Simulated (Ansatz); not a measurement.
## Ir: relaxation of cell and atoms with LDA

The system is Ir.

```
CELL_PARAMETERS angstrom
2.75138 0.00000 0.00000
-1.37569 2.38276 0.00000
0.00000 0.00000 4.46229
ATOMIC_POSITIONS crystal
Ir 0.33333 0.66667 0.25000
Ir 0.66667 0.33333 0.75000
```

This isn't the form of Ir at room conditions, which is fcc.

| Item | Value |
| --- | --- |
| Program | Ansatz 0.2.0 |
| Task | relaxation of cell and atoms |
| Functional | LDA |
| Potentials or basis | all-electron LAPW, relativistic spinors |
| Basis error allowed | 0.001 eV/atom |
| k mesh | 8 × 8 × 5 |
| Occupations | fermi-dirac, width 0.05 eV |
| Spin | spin-orbit coupling, no magnetisation |

| Property | Result |
| --- | --- |
| Relaxed volume | 13.95 Å³/atom |
| Relaxed cell | a = 2.709 Å, b = 2.709 Å, c = 4.390 Å, α = 90.00°, β = 90.00°, γ = 120.00° |
| Space group after relaxing (to 0.05 Å) | P6_3/mmc (No. 194) |
| Energy gained by relaxing | 36.4 meV/atom |
| Ionic steps | 5 |
| Pressure after relaxing | 0.0 GPa |

The path:
```csv
step,energy change (eV),largest force (eV/Å),volume (Å³)
1,0.0000,0.0000,29.25
2,-0.0699,0.0000,28.16
3,-0.0728,0.0000,27.91
4,-0.0728,0.0000,27.90
5,-0.0728,0.0000,27.90
```

Final structure:
```
Ir
1.0
     2.70886    0.00000    0.00000
    -1.35443    2.34594    0.00000
     0.00000    0.00000    4.39047
Ir
2
Direct
  0.33333 0.66667 0.25000
  0.66667 0.33333 0.75000
```

Run time: 9.1 min on 1 thread of Intel(R) Xeon(R) Platinum 8259CL CPU @ 2.50GHz (Skylake/Cascade Lake), on a shared host, peak memory 0.75 GiB.

Caveat: the k mesh is thin for a metal, which can move the energy by tens of meV per atom.
